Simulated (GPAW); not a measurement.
# A GW chain in GPAW: CaO (Fm-3m)

Aim: the G0W0 gap of CaO (Fm-3m) on PBE, step by step.

Calculated with GPAW 26.7.0; PBE and many-body steps on it, plane waves.

## (1) The starting structure

It takes space group Fm-3m (No. 225, cubic). The conventional cell has a = 4.807 Å, b = 4.807 Å, c = 4.807 Å, α = 90.00°, β = 90.00°, γ = 90.00°. Nearest to Ca lie 6 O at 2.40 Å. O has 6 Ca at 2.40 Å nearest. Farther neighbours and most contacts between anions are not listed.

The cell and positions are those that the Materials Project relaxed with its own functionals (PBE, PBE+U or r2SCAN), kept fixed.

## (2) Ground state

This step: GPAW 26.7.0; DFT, PBE, plane waves, PAW.

The ground-state density comes first.

File run.py:

```python
import json
import numpy as np
from gpaw.mpi import world
from ase import Atoms
from gpaw import GPAW, PW, FermiDirac

atoms = Atoms(['Ca', 'O'],
    cell=[[0.0000000000, 2.4035556960, 2.4035556960],
      [2.4035556960, 0.0000000000, 2.4035556960],
      [2.4035556960, 2.4035556960, 0.0000000000]],
    scaled_positions=[[0.0000000000, 0.0000000000, 0.0000000000],
      [0.5000000000, 0.5000000000, 0.5000000000]],
    pbc=(True, True, True))
calc = GPAW(mode=PW(600),
    xc='PBE',
    kpts={'size': (8, 8, 8), 'gamma': True},
    occupations=FermiDirac(0.001),
    nbands=-7,
    convergence={'density': 1e-6, 'bands': -3},
    maxiter=100,
    txt='gs.txt')
atoms.calc = calc
res = {'energy': atoms.get_potential_energy()}
kpts = calc.get_ibz_k_points()
res['kpts'] = kpts
res['eigenvalues'] = [calc.get_eigenvalues(kpt=k) for k in range(len(kpts))]
res['n_electrons'] = calc.get_number_of_electrons()
calc.write('gs.gpw')

if world.rank == 0:
    with open('result.json', 'w') as f:
        json.dump(res, f, default=lambda x: x.tolist())
```

Run with:

```console
mpirun -n 4 gpaw python run.py
```

Output:

```text
__  _  _
 | _ |_)|_||  |
 |__||  | ||/\| - 26.7.0

Input parameters:
  mode=PW(ecut=600.0),
  convergence={'density': 1e-06, 'bands': -3},
  kpts=MonkhorstPack(size=(8, 8, 8), gamma=True),
  maxiter=100,
  nbands=-7,
  occupations=Occupations(name='fermi-dirac', width=0.001, fixmagmom=False),
  xc=XC(name='PBE')
  [... matrices ...]
Diagonalizing LCAO Hamiltonian
Converting LCAO to pw mode

               O

       Ca

Atoms  # Å, Bohr magnetons
|   | symbol |        x |        y |        z |    initial magnetic moments |
| 0 |     Ca | 0.000000 | 0.000000 | 0.000000 | ( 0.0000,  0.0000,  0.0000) |
| 1 |      O | 2.403556 | 2.403556 | 2.403556 | ( 0.0000,  0.0000,  0.0000) |

Unit cell  # Å
| periodic |        x |        y |        z |  lengths |    angles |
|      yes | 0.000000 | 2.403556 | 2.403556 | 3.399141 | 60.000000 |
|      yes | 2.403556 | 0.000000 | 2.403556 | 3.399141 | 60.000000 |
|      yes | 2.403556 | 2.403556 | 0.000000 | 3.399141 | 60.000000 |

Number of symmetries: 48
Symmetry operations  # r_c * U_cc + t_c -> r_c
|    | kind |            matrix            |
|  0 |  σ   |  1, 0, 0,  1, 0,-1,  1,-1, 0 |
|  1 |  C2  |  1, 0, 0,  1,-1, 0,  1, 0,-1 |
|  2 |  E   |  1, 0, 0,  0, 1, 0,  0, 0, 1 |
|  3 |  σ   |  1, 0, 0,  0, 0, 1,  0, 1, 0 |
|  4 |  C4  |  1, 0,-1,  1, 0, 0,  1,-1, 0 |
|  5 |  S6  |  1, 0,-1,  1,-1, 0,  1, 0, 0 |
|  6 |  σ   |  1, 0,-1,  0, 1,-1,  0, 0,-1 |
|  7 |  C3  |  1, 0,-1,  0, 0,-1,  0, 1,-1 |
|  8 |  S6  |  1,-1, 0,  1, 0, 0,  1, 0,-1 |
|  9 |  C4  |  1,-1, 0,  1, 0,-1,  1, 0, 0 |
| 10 |  C3  |  1,-1, 0,  0,-1, 1,  0,-1, 0 |
| 11 |  σ   |  1,-1, 0,  0,-1, 0,  0,-1, 1 |
| 12 |  σ   |  0, 1, 0,  1, 0, 0,  0, 0, 1 |
| 13 |  C4  |  0, 1, 0,  0, 1,-1, -1, 1, 0 |
| 14 |  C3  |  0, 1, 0,  0, 0, 1,  1, 0, 0 |
| 15 |  S6  |  0, 1, 0, -1, 1, 0,  0, 1,-1 |
| 16 |  C2  |  0, 1,-1,  1, 0,-1,  0, 0,-1 |
| 17 |  σ   |  0, 1,-1,  0, 1, 0, -1, 1, 0 |
| 18 |  S4  |  0, 1,-1,  0, 0,-1,  1, 0,-1 |
| 19 |  C4  |  0, 1,-1, -1, 1, 0,  0, 1, 0 |
| 20 |  C3  |  0, 0, 1,  1, 0, 0,  0, 1, 0 |
| 21 |  σ   |  0, 0, 1,  0, 1, 0,  1, 0, 0 |
| 22 |  S6  |  0, 0, 1,  0,-1, 1, -1, 0, 1 |
| 23 |  C4  |  0, 0, 1, -1, 0, 1,  0,-1, 1 |
| 24 |  S4  |  0, 0,-1,  1, 0,-1,  0, 1,-1 |
| 25 |  C3  |  0, 0,-1,  0, 1,-1,  1, 0,-1 |
| 26 |  C2  |  0, 0,-1,  0,-1, 0, -1, 0, 0 |
| 27 |  S6  |  0, 0,-1, -1, 0, 0,  0,-1, 0 |
| 28 |  S4  |  0,-1, 1,  1,-1, 0,  0,-1, 0 |
| 29 |  C4  |  0,-1, 1,  0, 0, 1, -1, 0, 1 |
| 30 |  C2  |  0,-1, 1,  0,-1, 0,  1,-1, 0 |
| 31 |  σ   |  0,-1, 1, -1, 0, 1,  0, 0, 1 |
| 32 |  C3  |  0,-1, 0,  1,-1, 0,  0,-1, 1 |
| 33 |  S6  |  0,-1, 0,  0, 0,-1, -1, 0, 0 |
| 34 |  S4  |  0,-1, 0,  0,-1, 1,  1,-1, 0 |
| 35 |  C2  |  0,-1, 0, -1, 0, 0,  0, 0,-1 |
| 36 |  C2  | -1, 1, 0,  0, 1, 0,  0, 1,-1 |
| 37 |  S6  | -1, 1, 0,  0, 1,-1,  0, 1, 0 |
| 38 |  S4  | -1, 1, 0, -1, 0, 1, -1, 0, 0 |
| 39 |  C3  | -1, 1, 0, -1, 0, 0, -1, 0, 1 |
| 40 |  S6  | -1, 0, 1,  0, 0, 1,  0,-1, 1 |
| 41 |  C2  | -1, 0, 1,  0,-1, 1,  0, 0, 1 |
| 42 |  C3  | -1, 0, 1, -1, 1, 0, -1, 0, 0 |
| 43 |  S4  | -1, 0, 1, -1, 0, 0, -1, 1, 0 |
| 44 |  C2  | -1, 0, 0,  0, 0,-1,  0,-1, 0 |
| 45 |  i   | -1, 0, 0,  0,-1, 0,  0, 0,-1 |
| 46 |  σ   | -1, 0, 0, -1, 1, 0, -1, 0, 1 |
| 47 |  C2  | -1, 0, 0, -1, 0, 1, -1, 1, 0 |

BZ-sampling:
  Number of BZ points: 512
  Number of IBZ points: 29

  Monkhorst-Pack size: [8, 8, 8]
  Monkhorst-Pack shift: [0.0625, 0.0625, 0.0625]

K-points  # in reciprocal-cell coordinates
|     |                                coordinates |     weight |
|   0 | (  0.00000000,   0.00000000,   0.00000000) | 0.00195312 |
|   1 | (  0.12500000,   0.12500000,   0.00000000) | 0.01171875 |
|   2 | (  0.12500000,   0.12500000,   0.12500000) | 0.01562500 |
|   3 | (  0.25000000,   0.12500000,   0.12500000) | 0.02343750 |
|   4 | (  0.25000000,   0.25000000,   0.00000000) | 0.01171875 |
|   5 | (  0.25000000,   0.25000000,   0.12500000) | 0.04687500 |
|   6 | (  0.25000000,   0.25000000,   0.25000000) | 0.01562500 |
|   7 | (  0.37500000,   0.25000000,  -0.37500000) | 0.04687500 |
|   8 | (  0.37500000,   0.25000000,   0.12500000) | 0.04687500 |
|   9 | (  0.37500000,   0.25000000,   0.25000000) | 0.04687500 |
| ... |                                            |            |
|  28 | (  0.50000000,   0.50000000,   0.50000000) | 0.00781250 |

Plane wave coefficients: 941
Cutoff: 600.0 eV

Spin-components: 1 (collinear spins)
Bands:           15
Projectors:      10
Spin-degeneracy: 2
Datatype:        complex128

  Storage: CPU
  Wave functions: 6_549_360 bytes (1_637_340 per core)
  Projectors: 9_169_104 bytes (2_292_276 per core)
  [... matrices ...]
Parallelization:
  kpt:    4
  domain: 1
  band:   1

Density:
  Valence electrons: 16.0
  Components: 1
  Grid points: [20 20 20]
  Charge: 0.0  # |e|

Potential:
  Grid points: [20 20 20]

species:
  Ca:
    name:    Calcium
    Z:       20.0
    valence: 10
    core:    10
    charge:  0.0  # [|e|]
    compensation charges:
      type: gauss
      rc: 0.37  # [Å]
      lmax: 2
    cutoffs:
      filter: 2.10  # [Å]
      core: 1.17  # [Å]
    projectors
    | kind |    occ | energy [eV] | rcut [Å] |
    |   3s |  2.000 |     -47.086 |    1.175 |
    |   4s |  2.000 |      -3.766 |    1.175 |
    |   3p |  6.000 |     -28.008 |    1.154 |
    |    p |        |      -0.797 |    1.154 |
    |    d |        |       0.000 |    0.937 |

    Using partial waves for Ca as LCAO basis

  O:
    name:    Oxygen
    Z:       8.0
    valence: 6
    core:    2
    charge:  0.0  # [|e|]
    compensation charges:
      type: gauss
      rc: 0.21  # [Å]
      lmax: 2
    cutoffs:
      filter: 1.17  # [Å]
      core: 0.83  # [Å]
    projectors
    | kind |    occ | energy [eV] | rcut [Å] |
    |   2s |  2.000 |     -23.961 |    0.688 |
    |   2p |  4.000 |      -9.029 |    0.598 |
    |    s |        |       3.251 |    0.688 |
    |    p |        |      18.182 |    0.598 |
    |    d |        |       0.000 |    0.619 |

    Using partial waves for O as LCAO basis

Reference energy: -20551.721533  # eV

eigensolver:
  PPCG
  Converge bands: -3
  niter=2

density mixing:
  MSR1-Mixer
  Pratt-step length: 0.05
  Maximum mixing coefficient: 0.75
  Old densities: 10
  SVD Regularization: 0.005
  Good broyden scale: 1.0
  Trust region scale: 1.0
  Backstep threshold: 4.0
  History deletion threshold: 6.0
  Fourier metric: weight=20.0, sigma=0.015

occupation numbers:
  Fermi-Dirac:
    width: 0.0010  # eV

poisson solver:
  ecut: 4800.0  # eV

xc functional:
  name: PBE with 2 nearest neighbor stencil

Initialization done in: 0.921 s

convergence criteria:
- Maximum integral of absolute [dens]ity change: 1e-06 electrons / valence electron
- Maximum [total energy] change in last 3 cyles: 0.0005 eV / valence electron
- Maximum integral of absolute [eigenst]ate change: 4e-08 eV^2 / valence electron
maximum number of iterations: 100

SCF iterations
|iter     |     time |      energy | eigst |  dens |
|iter:   1|  |  -14.182756 | +2.66 |       |
|iter:   2|  |  -13.820144 | +1.01 | -0.96 |
|iter:   3|  |  -13.015859 | +0.06 | -1.02 |
|iter:   4|  |  -13.016872 | -1.92 | -1.48 |
|iter:   5|  |  -13.027417 | -2.48 | -1.71 |
|iter:   6|  |  -13.027452 | -4.59 | -2.83 |
|iter:   7|  |  -13.027495c| -5.39 | -3.16 |
|iter:   8|  |  -13.027496c| -6.46 | -3.87 |
|iter:   9|  |  -13.027496c| -7.58c| -4.77 |
|iter:  10|  |  -13.027496c| -7.71c| -5.17 |
|iter:  11|  |  -13.027496c| -8.68c| -6.28c|

Converged in 11 steps
SCF loop duration: 1.635 s (0.149 s/step)
Energy contributions relative to reference atoms: (reference = -20551.721533)
  [... matrices ...]
Energy contributions:
  Kinetic:          13.909507
  Coulomb:         -11.080529
  Zero:             -0.487661
  External:          0.000000
  Xc:              -15.368813
  Entropy:          -0.000000
  Spinorbit:         0.000000
  ----------------------------
  Free energy:     -13.027496
  Extrapolated:    -13.027496

dipole moment: (-15.838464, -15.838464, -15.838464)  # |e|*Ang

Fermi level: 5.815
Eigenvalues  # (at kpt = [0.000, 0.000, 0.000])
| band index |      eig [eV] | occ [0-2] |
|          0 |       -32.850 |     2.000 |
|          1 |       -13.645 |     2.000 |
|          2 |       -13.645 |     2.000 |
|          3 |       -13.645 |     2.000 |
|          4 |       -10.720 |     2.000 |
|          5 |         4.774 |     2.000 |
|          6 |         4.774 |     2.000 |
|          7 |         4.774 |     2.000 |
|          8 |         9.507 |     0.000 |
|          9 |        11.013 |     0.000 |
|         10 |        11.013 |     0.000 |
|         11 |        11.013 |     0.000 |
|         12 |        12.477 |     0.000 |
|         13 |        12.477 |     0.000 |
|         14 |        19.776 |     0.000 |

Gap: 3.693 eV
Transition (v -> c):
  (s=0, k=0, n=7, [0.00, 0.00, 0.00]) -> (s=0, k=24, n=8, [0.50, 0.50, 0.00])
Direct/indirect transitions are different
Direct gap: 4.066 eV
Transition at: (s=0, k=24, n=7, [0.50, 0.50, 0.00])
# Writing to gs.gpw (mode='')
  [... matrices ...]
```

It took 4 s on 4 MPI ranks of Arm Neoverse V2, shared host; peak memory 0.59 GiB.

This step gave:

* total energy: -13.03 eV
* gap: 3.693 eV
* k of the valence top: 0, 0, 0
* k of the conduction bottom: 0.5, 0.5, 0
* least direct gap: 4.066 eV

The gap is indirect, with the least direct gap 0.37 eV higher.

## (3) Bands along the symmetry lines

The cheap functional maps the bands first; the places of the edges decide which points the dearer methods must see.

File run.py:

```python
import json
import numpy as np
from gpaw.mpi import world
from gpaw import GPAW

path = [[0.000000, 0.000000, 0.000000],
    [0.062500, 0.000000, 0.062500],
    [0.125000, 0.000000, 0.125000],
    [0.187500, 0.000000, 0.187500],
    [0.250000, 0.000000, 0.250000],
    [0.312500, 0.000000, 0.312500],
    [0.375000, 0.000000, 0.375000],
    [0.437500, 0.000000, 0.437500],
    [0.500000, 0.000000, 0.500000],
    [0.515625, 0.031250, 0.515625],
    [0.531250, 0.062500, 0.531250],
    [0.546875, 0.093750, 0.546875],
    [0.562500, 0.125000, 0.562500],
    [0.578125, 0.156250, 0.578125],
    [0.593750, 0.187500, 0.593750],
    [0.609375, 0.218750, 0.609375],
    [0.625000, 0.250000, 0.625000],
    [0.375000, 0.375000, 0.750000],
    [0.328125, 0.328125, 0.656250],
    [0.281250, 0.281250, 0.562500],
    [0.234375, 0.234375, 0.468750],
    [0.187500, 0.187500, 0.375000],
    [0.140625, 0.140625, 0.281250],
    [0.093750, 0.093750, 0.187500],
    [0.046875, 0.046875, 0.093750],
    [0.000000, 0.000000, 0.000000],
    [0.062500, 0.062500, 0.062500],
    [0.125000, 0.125000, 0.125000],
    [0.187500, 0.187500, 0.187500],
    [0.250000, 0.250000, 0.250000],
    [0.312500, 0.312500, 0.312500],
    [0.375000, 0.375000, 0.375000],
    [0.437500, 0.437500, 0.437500],
    [0.500000, 0.500000, 0.500000],
    [0.500000, 0.468750, 0.531250],
    [0.500000, 0.437500, 0.562500],
    [0.500000, 0.406250, 0.593750],
    [0.500000, 0.375000, 0.625000],
    [0.500000, 0.343750, 0.656250],
    [0.500000, 0.312500, 0.687500],
    [0.500000, 0.281250, 0.718750],
    [0.500000, 0.250000, 0.750000],
    [0.500000, 0.218750, 0.718750],
    [0.500000, 0.187500, 0.687500],
    [0.500000, 0.156250, 0.656250],
    [0.500000, 0.125000, 0.625000],
    [0.500000, 0.093750, 0.593750],
    [0.500000, 0.062500, 0.562500],
    [0.500000, 0.031250, 0.531250],
    [0.500000, 0.000000, 0.500000]]
calc = GPAW('gs.gpw').fixed_density(kpts=path,
    symmetry='off',
    nbands=18,
    convergence={'bands': 14},
    txt='bands.txt')
res = {}
kpts = calc.get_ibz_k_points()
res['kpts'] = kpts
res['eigenvalues'] = [calc.get_eigenvalues(kpt=k) for k in range(len(kpts))]
res['n_electrons'] = calc.get_number_of_electrons()

if world.rank == 0:
    with open('result.json', 'w') as f:
        json.dump(res, f, default=lambda x: x.tolist())
```

Run with:

```console
mpirun -n 4 gpaw python run.py
```

Output:

```text
Diagonalizing LCAO Hamiltonian
Converting LCAO to pw mode
convergence criteria:
- Maximum integral of absolute [eigenst]ate change: 4e-08 eV^2 / valence electron
maximum number of iterations: 100

SCF iterations
|iter     |     time |      energy | eigst |  dens |
|iter:   1|  |             | +2.81 |       |
|iter:   2|  |             | +1.47 |       |
|iter:   3|  |             | -0.55 |       |
|iter:   4|  |             | -2.80 |       |
|iter:   5|  |             | -4.97 |       |
|iter:   6|  |             | -6.92 |       |
|iter:   7|  |             | -8.08c|       |
SCF steps: 7
  __  _  _
 | _ |_)|_||  |
 |__||  | ||/\| - 26.7.0

Input parameters:
  mode=PW(ecut=600.0),
  convergence={'bands': 14},
  gpts=array([20, 20, 20]),
  kpts=KPoints(kpts=array([[0.      , 0.      , 0.      ],
         [0.0625  , 0.      , 0.0625  ],
         [0.125   , 0.      , 0.125   ],
         [0.1875  , 0.      , 0.1875  ],
[...]
[0.515625, 0.03125 , 0.515625],
[...]
[0.546875, 0.09375 , 0.546875],
[...]
[0.578125, 0.15625 , 0.578125],
[...]
[0.609375, 0.21875 , 0.609375],
[...]
[0.328125, 0.328125, 0.65625 ],
[...]
[0.234375, 0.234375, 0.46875 ],
[...]
[0.140625, 0.140625, 0.28125 ],
[...]
[0.046875, 0.046875, 0.09375 ],
[...]
[0.5     , 0.0625  , 0.5625  ],
         [0.5     , 0.03125 , 0.53125 ],
         [0.5     , 0.      , 0.5     ]])),
  maxiter=100,
  nbands=18,
  occupations=Occupations(name='fermi-dirac', width=0.001, fixmagmom=False),
  parallel={},
  symmetry=Symmetry(point_group=False, time_reversal=False),
  xc=XC(name='PBE')
  [... matrices ...]
timing:  # [seconds]
  Total: 0.023  # ━━━━━━━━━━━━━━━━━━━━━━━━━━━━━━━━━━━━━━━━━━━━━━━━━━━━━━━━━━━
```

Run time: 3.9 s. Hardware: 4 MPI ranks; peak memory 0.57 GiB.

Numbers from this step:

```
gap                        : 3.693 eV
k of the valence top       : 0, 0, 0
k of the conduction bottom : 0.5, 0, 0.5
least direct gap           : 4.066 eV
```

The gap is 3.693 eV, as in the run before at this level.

The electronic bands at the labelled points (eV, zero at the top of the highest filled band; v1 is the highest filled band, c1 the lowest empty one):

| point | v4 | v3 | v2 | v1 | c1 | c2 | c3 | c4 |
| --- | --- | --- | --- | --- | --- | --- | --- | --- |
| Γ | -15.49 | 0.00 | 0.00 | 0.00 | 4.73 | 6.24 | 6.24 | 6.24 |
| halfway | -14.97 | -1.66 | -0.29 | -0.29 | 4.74 | 6.62 | 8.04 | 8.04 |
| X | -15.25 | -1.31 | -0.37 | -0.37 | 3.69 | 8.02 | 8.84 | 9.47 |
| halfway | -15.14 | -1.29 | -0.69 | -0.50 | 4.12 | 8.21 | 8.90 | 9.09 |
| U | -14.89 | -1.32 | -1.21 | -0.77 | 5.16 | 7.98 | 8.53 | 8.99 |
| jump to K | -14.89 | -1.32 | -1.21 | -0.77 | 5.16 | 7.98 | 8.53 | 8.99 |
| halfway | -14.73 | -1.79 | -0.91 | -0.55 | 6.12 | 7.04 | 7.20 | 8.02 |
| Γ | -15.49 | 0.00 | 0.00 | 0.00 | 4.73 | 6.24 | 6.24 | 6.24 |
| halfway | -14.83 | -1.52 | -0.64 | -0.64 | 6.26 | 6.87 | 7.17 | 7.17 |
| L | -14.31 | -2.61 | -1.16 | -1.16 | 7.06 | 8.32 | 8.32 | 8.49 |
| halfway | -14.59 | -2.03 | -1.11 | -1.03 | 6.75 | 6.83 | 8.71 | 8.90 |
| W | -14.87 | -1.26 | -1.05 | -1.05 | 6.32 | 6.32 | 8.35 | 9.47 |
| halfway | -15.06 | -1.26 | -0.84 | -0.66 | 4.51 | 8.24 | 8.28 | 9.35 |
| X | -15.25 | -1.31 | -0.37 | -0.37 | 3.69 | 8.02 | 8.84 | 9.47 |

The electronic bands as a text plot (rows in eV, shown from -8.0 to 7.7 only):

```
    7.4 |+   +  +++        +  +++++   ++    +++  +  ++      +
    6.7 |  ++ ++            ++  ++++++   ++++++++ +++++++  +
    6.1 |++  +             +  +++++++++++++++            +++
    5.4 |  +++            +        ++    ++                 +
    4.8 |++   ++         +           ++++                    +
    4.1 |       +++   +++                                     ++
    3.5 |          +++                                          +
    2.8 |
    2.1 |
    1.5 |
    0.8 |
    0.2 |****                        ****
   -0.5 | *  **************   ********   ****                ****
   -1.1 |  ***     ****************        * ********************
   -1.8 |     *****        ******           ***       ***
   -2.4 |                                      *******
   -3.1 |
   -3.7 |
   -4.4 |
   -5.1 |
   -5.7 |
   -6.4 |
   -7.0 |
   -7.7 |
         Γ           X  U|K            Γ         L        W     X
```

## (4) Empty states on the mesh, 6×6×6 mesh, 98 bands

The sums over transitions need many empty states on a uniform mesh; this step solves for them.

File run.py:

```python
import json
import numpy as np
from gpaw.mpi import world
from gpaw import GPAW

calc = GPAW('gs.gpw').fixed_density(kpts={'size': (6, 6, 6), 'gamma': True},
    parallel={'domain': 1, 'band': 1},
    txt='nscf.txt')
calc.diagonalize_full_hamiltonian(nbands=98)
calc.write('full.gpw', mode='all')
res = {}
kpts = calc.get_ibz_k_points()
res['kpts'] = kpts
res['eigenvalues'] = [calc.get_eigenvalues(kpt=k) for k in range(len(kpts))]
res['n_electrons'] = calc.get_number_of_electrons()

if world.rank == 0:
    with open('result.json', 'w') as f:
        json.dump(res, f, default=lambda x: x.tolist())
```

Run with:

```console
mpirun -n 4 gpaw python run.py
```

Output:

```text
Diagonalizing LCAO Hamiltonian
Converting LCAO to pw mode
convergence criteria:
- Maximum integral of absolute [eigenst]ate change: 4e-08 eV^2 / valence electron
maximum number of iterations: 100

SCF iterations
|iter     |     time |      energy | eigst |  dens |
|iter:   1|  |             | +2.49 |       |
|iter:   2|  |             | +1.04 |       |
|iter:   3|  |             | +0.04 |       |
[...]
|iter:   8|  |             | -6.15 |       |
|iter:   9|  |             | -7.31 |       |
|iter:  10|  |             | -8.25c|       |
SCF steps: 10
  __  _  _
 | _ |_)|_||  |
 |__||  | ||/\| - 26.7.0

Input parameters:
  mode=PW(ecut=600.0),
  convergence={'density': 1e-06, 'bands': -3},
  gpts=array([20, 20, 20]),
  kpts=MonkhorstPack(size=(6, 6, 6), gamma=True),
  maxiter=100,
  nbands=15,
  occupations=Occupations(name='fermi-dirac', width=0.001, fixmagmom=False),
  parallel={'domain': 1, 'band': 1},
  xc=XC(name='PBE')
Matrix size: 941x941
# Writing to full.gpw (mode='all')
  [... matrices ...]

timing:  # [seconds]
  Total: 2.965  # ━━━━━━━━━━━━━━━━━━━━━━━━━━━━━━━━━━━━━━━━━━━━━━━━━━━━━━━━━━━
```

Elapsed: 6 s, on 4 MPI ranks; peak memory 0.92 GiB; 24 s of CPU time.

Numbers from this step:

| Item | Value |
| --- | --- |
| gap | 3.693 eV |
| k of the valence top | 0, 0, 0 |
| k of the conduction bottom | 0.5, 0.5, 0 |
| least direct gap | 4.066 eV |
| k points computed | 16 |
| lowest point of the top converged band, above the valence top | 115.0890 eV |

On this mesh the gap is 3.693 eV.

[end of part 1 of 2]

[Paths, hosts, dates, memory and timing lines, banners, echoed tables and standing remarks are left out of the program output.]

[Logs are printed without paths, hosts, clocks, repeated set-up lines and the standing remarks that a program may print on its own settings, such as how far it seeks lower states.]

[Runs of the session that timed out or met a known fault of the program may be left out.]

[Hosts, paths, dates, database ids (printed as entryN), source tags and the programs' standing remarks are cut or masked in the printed files.]
